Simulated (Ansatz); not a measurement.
# Zn (P6_3/mmc) in Ansatz: settings compared

Aim: see how the results for Zn move with the level of theory and the settings. Levels: PBEsol, PBEsol+D3(BJ), PBEsol+D3(BJ)-ATM, PBEsol+D4. Tasks: relaxation of cell and atoms.

Everything below comes from runs of Ansatz 0.2.0. Logs are shortened: lines on timing, memory, paths and dates and some standing lists are left out, and cuts for length are marked.

## Step 1: The crystal as given

It takes space group P6_3/mmc (No. 194, hexagonal). Conventional cell: a = 2.670 Å, b = 2.670 Å, c = 4.966 Å, α = 90.00°, β = 90.00°, γ = 120.00°. Around Zn (site symmetry -6m2) lie 12 Zn at 2.67 to 2.92 Å.

## Step 2: Relaxation of cell and atoms, PBEsol

File input.yaml:

```yaml
crystal:
  lattice:
    - [2.67, 0.0, 0.0]
    - [-1.335, 2.3122878281, 0.0]
    - [0.0, 0.0, 4.966]
  atoms:
    - { symbol: Zn, position: [0.6666666667, 0.3333333333, 0.75] }
    - { symbol: Zn, position: [0.3333333333, 0.6666666667, 0.25] }
hamiltonian:
  xc: pbesol
  pseudopotentials: { kind: paw }
kpoints:
  mp_grid: { grid: [11, 11, 6] }
scf:
  occupations: { method: fermi_dirac, width: 0.05 }
output:
  forces: true
  stress: true
  eigenvalues: true
  write_density: true
  write_potential: true
  elf: true
  volumetric_format: npy
relax:
  f_tol: 0.01
  max_steps: 40
  cell: { stress_tol: 0.05 }
```

Potentials or basis: Ansatz PAW.

Launch:

```sh
$ ansatz run input.yaml --threads 2 --pin off --max-ram 5632MiB --backend cpu --events-out ev --progress --plain --runs-dir out
```

Standard output:

```text
Warning: RAYON_NUM_THREADS=2 ignored (pool sized by the plan → 2); use --threads N
Engine: ansatz 0.2.0, aarch64-unknown-linux-gnu
Pseudopotentials: kind: paw
Pseudopotential: Zn, paw, valence charge 12, recommended cutoff 420 eV (normal), Zn.paw.azcp
Functional definition: PBEsol
  exchange = pbesol_x
  correlation = pbesol_c
Crystal: 2 atoms, lattice volume = 30.659 Å³
Basis set: ecut = 420 eV, 623 PW (Γ), exchange–correlation on 36×36×72 points (8 copies of the dense FFT grid, shifted against one another)
Bands: 16, of which v1, the nominal top of the filled ones, is band 12 counted from 1 (11 counted from 0)
Symmetry: 24 space group operations
Space group: P63/mmc (ITA 194), of the structure as read, at distance tolerance 3.1e-5 Å
k-points: 64 of 726
Non-local potential: Zn, projectors of the file, l = 0: 2, l = 1: 2, l = 2: 3, l = 3: 1
PAW form: soft (Blöchl's): semilocal exchange-correlation on the pseudo side does not see the compensation charge
PAW frozen core: Zn, regenerated for the run's functional, and the local potential with it (the file was generated under x = pbe(κ = 0.804, μ = 0.2195149727645171), c = pbe(β = 0.06672455060314922))
PAW one-centre angular grid: Zn, 590 points (default); XC on 64 Gauss nodes
Initial density: superposition of atomic densities (neutral atoms: chi_scale 0, normalization atom), corrected by the library's trained network
Initial wavefunctions: pseudopotential atomic-orbital guess
Functional: x = pbesol(κ = 0.804, μ = 0.12345679012345678), c = pbesol(β = 0.046)
SCF iter   1: F=—  HF=-6561.755543 eV  |F-HF|=—  |Δ(HF+E_count)|=         —  Δρ=4.64e-3  dr2=3.51e-3  ethr=1.77e-3  ⟨swp⟩=5.1  Hψ=5117  notcnv=0
preconditioner: auto → none  [metal: Δε(μ)=0.048 eV  Ē_g=12.952 eV  σ=0.050 eV  W_gap=0.22  n_scr=4 (ndim 8)  ℏωp=32.9 eV  f_vac=0.000  D(μ)=0.60/eV (n_scr^D=2)  sad-step TF]
SCF iter   2: F=—  HF=-6561.754660 eV  |F-HF|=—  |Δ(HF+E_count)|=   8.83e-4  Δρ=5.35e-4  dr2=4.75e-5  ethr=1.46e-5  ⟨swp⟩=2.0  Hψ=2541  notcnv=0  defer=1
SCF iter   3: F=—  HF=-6561.754460 eV  |F-HF|=—  |Δ(HF+E_count)|=   2.00e-4  Δρ=5.19e-4  dr2=5.14e-5  ethr=1.98e-7  ⟨swp⟩=2.2  Hψ=1842  notcnv=0  defer=1
SCF iter   4: F=—  HF=-6561.754443 eV  |F-HF|=—  |Δ(HF+E_count)|=   1.67e-5  Δρ=6.72e-5  dr2=4.50e-7  ethr=1.98e-7  ⟨swp⟩=2.9  Hψ=1896  notcnv=0  defer=1
iter 5 did not close the SCF: its close was put off for the readings that it lacked (scf_convergence_deferred on its scf_iter line)
SCF iter   5: F=-6561.754444 eV  HF=-6561.754444 eV  |F-HF|=2.63e-8  |Δ(HF+E_count)|=   7.89e-7  Δρ=1.66e-5  dr2=3.99e-8  ethr=1.88e-9  ⟨swp⟩=2.2  Hψ=1844  notcnv=0  defer=1
SCF iter   6: F=-6561.754444 eV  HF=-6561.754444 eV  |F-HF|=9.59e-9  |Δ(HF+E_count)|=   6.65e-9  Δρ=8.03e-6  dr2=1.03e-8  ethr=1.66e-10  ⟨swp⟩=5.2  Hψ=6310  notcnv=0
SCF 1 converged in 6 iterations: F = -6561.754444 eV  dr2 = 1.03e-8
relax step   1: F+E_penalty+E_count = -6561.75444371 eV  Δ(F+E_penalty+E_count) = +0.000e0 eV  max|allowed force component| = 1.110e-16 eV/Å  Δτ_max = 0.0000 Å  P = -5.636 GPa  Ω = 30.659 Å³  (6 SCF iters, dr2 threshold 1.00e-7 eV, accepted)
Crystal: 2 atoms, lattice volume = 28.675 Å³
Basis set: ecut = 420 eV, 561 PW (Γ), exchange–correlation on 36×36×72 points (8 copies of the dense FFT grid, shifted against one another)
Initial density: handed on by an earlier stage of this run
Initial wavefunctions: those handed on with the density
iter 1 solved again at ethr=4.03e-5 eV; its pass at ethr=3.10e-3 eV (dr2=9.68e-3 eV) is discarded
SCF iter   1: F=—  HF=-6561.807274 eV  |F-HF|=—  |Δ(HF+E_count)|=         —  Δρ=7.31e-3  dr2=1.04e-2  ethr=4.03e-5  ⟨swp⟩=1.9  Hψ=7710  notcnv=0
preconditioner: auto → none  [metal: Δε(μ)=0.030 eV  Ē_g=13.345 eV  σ=0.050 eV  W_gap=0.15  n_scr=4 (ndim 8)  ℏωp=34.0 eV  f_vac=0.000  D(μ)=0.34/eV (n_scr^D=2)]
SCF iter   2: F=—  HF=-6561.804973 eV  |F-HF|=—  |Δ(HF+E_count)|=   2.30e-3  Δρ=3.14e-3  dr2=1.17e-3  ethr=4.03e-5  ⟨swp⟩=2.0  Hψ=2034  notcnv=0
SCF iter   3: F=—  HF=-6561.803829 eV  |F-HF|=—  |Δ(HF+E_count)|=   1.14e-3  Δρ=8.68e-4  dr2=1.97e-4  ethr=4.89e-6  ⟨swp⟩=2.0  Hψ=2219  notcnv=0
SCF iter   4: F=—  HF=-6561.803751 eV  |F-HF|=—  |Δ(HF+E_count)|=   7.78e-5  Δρ=1.16e-4  dr2=2.22e-6  ethr=8.21e-7  ⟨swp⟩=2.4  Hψ=1889  notcnv=0
SCF iter   5: F=-6561.803753 eV  HF=-6561.803753 eV  |F-HF|=4.67e-8  |Δ(HF+E_count)|=   1.89e-6  Δρ=1.14e-5  dr2=1.64e-8  ethr=8.33e-10  ⟨swp⟩=11.0  Hψ=10574  notcnv=0
SCF 2 converged in 5 iterations: F = -6561.803753 eV  dr2 = 1.64e-8
[... 54 lines left out ...]
Crystal: 2 atoms, lattice volume = 28.055 Å³
iter 1 solved again at ethr=5.35e-9 eV; its pass at ethr=3.10e-3 eV (dr2=1.28e-6 eV) is discarded
SCF iter   1: F=—  HF=-6561.810354 eV  |F-HF|=—  |Δ(HF+E_count)|=         —  Δρ=7.33e-5  dr2=1.35e-6  ethr=5.35e-9  ⟨swp⟩=3.1  Hψ=6715  notcnv=0
preconditioner: auto → none  [metal: Δε(μ)=0.061 eV  Ē_g=13.556 eV  σ=0.050 eV  W_gap=0.28  n_scr=2 (ndim 8)  ℏωp=34.3 eV  f_vac=0.000  D(μ)=0.44/eV (n_scr^D=2)]
SCF iter   2: F=—  HF=-6561.810363 eV  |F-HF|=—  |Δ(HF+E_count)|=   9.77e-6  Δρ=3.94e-5  dr2=2.26e-7  ethr=5.35e-9  ⟨swp⟩=2.0  Hψ=1672  notcnv=0
SCF iter   3: F=—  HF=-6561.810363 eV  |F-HF|=—  |Δ(HF+E_count)|=   7.32e-8  Δρ=1.79e-5  dr2=7.18e-8  ethr=9.41e-10  ⟨swp⟩=2.0  Hψ=1761  notcnv=0
SCF iter   4: F=-6561.810363 eV  HF=-6561.810363 eV  |F-HF|=1.04e-10  |Δ(HF+E_count)|=   2.01e-8  Δρ=3.05e-6  dr2=9.59e-10  ethr=5.25e-11  ⟨swp⟩=5.8  Hψ=6398  notcnv=0
SCF 8 converged in 4 iterations: F = -6561.810363 eV  dr2 = 9.59e-10
relax step   8: F+E_penalty+E_count = -6561.81036337 eV  Δ(F+E_penalty+E_count) = -1.943e-5 eV  max|allowed force component| = 1.758e-16 eV/Å  Δτ_max = 0.0000 Å  P = -0.002 GPa  Ω = 28.055 Å³  energy of the carried Pulay correction = +1.047e-5 eV  (4 SCF iters, dr2 threshold 1.26e-8 eV, accepted)
iter 1 solved again at ethr=8.91e-9 eV; its pass at ethr=3.10e-3 eV (dr2=2.14e-6 eV) is discarded
SCF iter   1: F=—  HF=-6561.810341 eV  |F-HF|=—  |Δ(HF+E_count)|=         —  Δρ=3.71e-6  dr2=1.20e-9  ethr=8.91e-9  ⟨swp⟩=3.1  Hψ=8206  notcnv=0
preconditioner: auto → none  [metal: Δε(μ)=0.061 eV  Ē_g=13.557 eV  σ=0.050 eV  W_gap=0.29  n_scr=2 (ndim 8)  ℏωp=34.3 eV  f_vac=0.000  D(μ)=0.44/eV (n_scr^D=2)]
SCF iter   2: F=—  HF=-6561.810352 eV  |F-HF|=—  |Δ(HF+E_count)|=   1.01e-5  Δρ=1.45e-6  dr2=2.08e-10  ethr=4.98e-12  ⟨swp⟩=2.4  Hψ=1937  notcnv=0
SCF iter   3: F=—  HF=-6561.810352 eV  |F-HF|=—  |Δ(HF+E_count)|=  3.27e-11  Δρ=1.14e-6  dr2=1.43e-10  ethr=1.00e-12  ⟨swp⟩=2.0  Hψ=1792  notcnv=0
SCF iter   4: F=-6561.810352 eV  HF=-6561.810352 eV  |F-HF|=9.09e-12  |Δ(HF+E_count)|=  9.09e-12  Δρ=2.14e-7  dr2=6.59e-12  ethr=1.00e-12  ⟨swp⟩=4.4  Hψ=5320  notcnv=0
SCF 9 converged in 4 iterations: F = -6561.810352 eV  dr2 = 6.59e-12
relax step   9: F+E_penalty+E_count = -6561.81035156 eV  Δ(F+E_penalty+E_count) = +1.181e-5 eV  max|allowed force component| = 1.480e-16 eV/Å  Δτ_max = 0.0000 Å  P = -0.003 GPa  Ω = 28.055 Å³  stress off target by 2.94e-2 GPa  SCF on the basis re-selected at this cell (its energy is not comparable with the rows above)  (4 SCF iters)
basis re-selected at this cell: Δ(F+E_penalty+E_count) = +1.181e-5 eV, ΔP = -0.001 GPa vs the last step (what re-selecting the basis moved, of the pressure what is left beyond the Pulay correction that the steps carried, after the strain that the cell walked since its last selection, with what the two solves' SCF thresholds leave and, on support functions, any second-order correction that the steps lacked; it is no measure of the basis error at this ecutwfc). This SCF's stress stands 2.94e-2 GPa from its target on what of the cell is left free (relax.cell.stress_tol is 5.00e-2 GPa) and its largest allowed force component is 1.48e-16 eV/Å (relax.f_tol is 1.00e-2 eV/Å): within both
SCF converged after 4 iterations
Free energy (F): -6561.810352 eV
Harris-Foulkes:  -6561.810352 eV  (|F-HF|=9.09e-12)
Internal energy: -6561.806818 eV  (E = F + TS)
E sigma→0 (E₀):  -6561.808585 eV
Entropy (-TS):   -0.003533 eV (-1.767 meV/atom)
Fermi energy:    12.153236 eV
--- Per-component energies (eV) ---
  E_band       = 119.306360
  E_kinetic    = 263.735960
  E_local      = -2961.687571  (includes V_loc(G=0)·N_el)
  E_nonlocal   = 1222.661180
  E_hartree    = 1241.285834
  E_xc         = -273.665703
  E_vxc        = -107.954968  (∫ρ·V_xc dr)
  E_paw        = -3574.526122  (= ΣΔE_a)
  E_vpaw       = -780.018976  (= ΣTr[D̂ρ^β])
  E_aug_tail   = -0.000760  (compensation charges beyond the density's cutoff)
  E_ewald      = -2481.204346
  E_core_change = 1.594710  (= ΣΔE_core)
  E_smearing   = -0.003533  (= −TS)
  E_closure    = -0.000000  (closes the sum)
  Σ components = -6561.810352   (vs F -6561.810352, Δ=0.00e0)
--- Forces (eV/Å), atoms counted from 1 ---
  atom   1  Zn     0.00000000     0.00000000    -0.00000000
  atom   2  Zn    -0.00000000    -0.00000000     0.00000000
  max |Σ_I F_I| component: 0.00e0 eV/Å
--- Stress (GPa, compression-positive) ---
        0.010064      -0.000000      -0.000000
        0.000000       0.010064       0.000000
       -0.000000       0.000000      -0.029371
  P = ⅓ Tr σ = -0.0031 GPa (-0.031 kbar)
--- Band table (eV; the first three rows and the last of 64) ---
  k-point 0: bands = ["1.0635", "3.2884", "4.1245", "4.3136", "4.3136", "4.3899", "4.3899", "4.6701", "4.6701", "4.9834", "4.9834", "8.3470", "9.8483", "28.3509", "29.3597", "29.3597"]
  k-point 1: bands = ["1.2594", "3.2709", "4.1177", "4.3059", "4.3059", "4.3760", "4.3760", "4.7040", "4.7040", "4.9713", "4.9713", "6.7717", "11.8384", "25.5093", "29.5562", "29.5562"]
  k-point 2: bands = ["1.8219", "3.1383", "4.1273", "4.2994", "4.2994", "4.3436", "4.3436", "4.7821", "4.7821", "4.9327", "4.9327", "5.1475", "14.7786", "21.7037", "30.1157", "30.1157"]
  k-point 63: bands = ["3.8860", "3.8860", "4.0883", "4.0883", "4.3391", "4.3391", "4.6161", "4.6161", "5.0008", "5.0008", "12.1429", "12.1429", "13.4086", "13.4086", "15.5747", "15.5747"]
--- Relaxed structure (7 steps of the walk, 7 accepted, 2 SCFs on fresh bases) ---
  F+E_penalty+E_count = -6561.81035156 eV   max|allowed force component| = 1.480e-16 eV/Å   (the final SCF, on the basis selected at the relaxed cell)
  cell:  # Å, volume = 28.0548 Å³
    - [2.641172889258122, -2.0373784902968296e-32, 4.107445400237214e-33]
    - [-1.320586444629061, 2.2873228178842773, -1.2108605859955267e-32]
    - [8.86186729393755e-33, -2.240931959386507e-32, 4.643907386039367]
  atoms:
    - { symbol: Zn, position: [0.6666666666666666, 0.33333333333333337, 0.7500000000000001] }
    - { symbol: Zn, position: [0.33333333333333337, 0.6666666666666667, 0.25] }
```

Wall time 9.5 s (2 threads of Arm Neoverse V2, shared host); peak memory 0.32 GiB.

What came out:

| Item | Value |
| --- | --- |
| Free energy | -6561.8104 eV |
| Relaxed volume | 14.03 Å³/atom |
| Relaxed cell | a = 2.641 Å, b = 2.641 Å, c = 4.644 Å, α = 90.00°, β = 90.00°, γ = 120.00° |
| Space group after relaxing (to 0.05 Å) | P6_3/mmc (No. 194) |
| Energy gained by relaxing | 28.0 meV/atom |
| Ionic steps | 9 |
| Pressure after relaxing | 0.0 GPa |
| Band gap on the k mesh | none (metal or under the smearing width) |

Step by step:
| step | energy change (eV) | largest force (eV/Å) | volume (Å³) |
| --- | --- | --- | --- |
| 1 | 0.0000 | 0.0000 | 30.66 |
| 2 | -0.0493 | 0.0000 | 28.68 |
| 3 | -0.0548 | 0.0000 | 27.54 |
| 4 | -0.0572 | 0.0000 | 27.97 |
| 5 | -0.0572 | 0.0000 | 28.08 |
| 6 | -0.0572 | 0.0000 | 28.07 |
| 7 | -0.0559 | 0.0000 | 28.07 |
| 8 | -0.0559 | 0.0000 | 28.05 |
| 9 | -0.0559 | 0.0000 | 28.05 |

Final structure:
```cif
data_structure
_symmetry_space_group_name_H-M 'P 1'
_symmetry_Int_Tables_number 1
_cell_length_a 2.6412
_cell_length_b 2.6412
_cell_length_c 4.6439
_cell_angle_alpha 90.000
_cell_angle_beta 90.000
_cell_angle_gamma 120.000
_cell_volume 28.05
loop_
_atom_site_label
_atom_site_type_symbol
_atom_site_fract_x
_atom_site_fract_y
_atom_site_fract_z
_atom_site_occupancy
Zn1 Zn 0.66667 0.33333 0.75000 1
Zn2 Zn 0.33333 0.66667 0.25000 1
```

Caveat: the plane-wave basis is chosen anew once the cell has moved, so the energies of steps on either side of that aren't comparable; the PAW data sets come from PBE, with cores solved anew for the run's functional, which leaves a small shift of forces and pressure.

## Step 3: Relaxation of cell and atoms, PBEsol+D3(BJ)

input.yaml, as its differences from that of step 2:

```diff
@@ -11,2 +11,3 @@
   pseudopotentials: { kind: paw }
+  dispersion: d3bj
 kpoints:
```

Potentials or basis: Ansatz PAW.

Launch:

```sh
$ ansatz run input.yaml --threads 2 --pin off --max-ram 5632MiB --backend cpu --events-out ev --progress --plain --runs-dir out
```

Wall time 14 s (2 threads of Arm Neoverse V2, shared host); peak memory 0.32 GiB.

It converged, with:

| Quantity | Value |
| --- | --- |
| Free energy | -6562.6276 eV |
| Relaxed volume | 13.31 Å³/atom |
| Relaxed cell | a = 2.650 Å, b = 2.650 Å, c = 4.377 Å, α = 90.00°, β = 90.00°, γ = 120.00° |
| Space group after relaxing (to 0.05 Å) | P6_3/mmc (No. 194) |
| Energy gained by relaxing | 80.7 meV/atom |
| Ionic steps | 12 |
| Pressure after relaxing | 0.0 GPa |
| Band gap on the k mesh | none (metal or under the smearing width) |

Step by step:
```
step  energy change (eV)  largest force (eV/Å)  volume (Å³)
   1              0.0000                0.0000        30.66
   2             -0.1245                0.0000        27.86
   3             -0.1478                0.0000        26.13
   4             -0.1562                0.0000        26.05
   5             -0.1588                0.0000        26.67
   6             -0.1628                0.0000        26.71
   7             -0.1629                0.0000        26.63
   8             -0.1631                0.0000        26.61
   9             -0.1631                0.0000        26.63
  10             -0.1614                0.0000        26.63
  11             -0.1614                0.0000        26.62
  12             -0.1614                0.0000        26.62
```

Final structure:
```cif
data_structure
_symmetry_space_group_name_H-M 'P 1'
_symmetry_Int_Tables_number 1
_cell_length_a 2.6500
_cell_length_b 2.6500
_cell_length_c 4.3766
_cell_angle_alpha 90.000
_cell_angle_beta 90.000
_cell_angle_gamma 120.000
_cell_volume 26.62
loop_
_atom_site_label
_atom_site_type_symbol
_atom_site_fract_x
_atom_site_fract_y
_atom_site_fract_z
_atom_site_occupancy
Zn1 Zn 0.66667 0.33333 0.75000 1
Zn2 Zn 0.33333 0.66667 0.25000 1
```

Levels at points of the mesh, in eV from the Fermi level:
```tsv
k point	band 9	band 10	band 11	band 12	band 13	band 14	band 15	band 16
(0.00, 0.00, 0.00)	-7.90	-7.46	-7.46	-3.87	-1.58	16.34	16.34	17.89
(0.00, 0.00, -0.50)	-7.60	-7.60	-7.60	-7.60	7.40	7.40	18.09	18.09
```

Caveat: the plane-wave basis is chosen anew once the cell has moved, so the energies of steps on either side of that aren't comparable; pairwise dispersion overbinds metals, which lowers pressure and volume; the PAW data sets come from PBE, with cores solved anew for the run's functional, which leaves a small shift of forces and pressure.

[end of part 1 of 2]
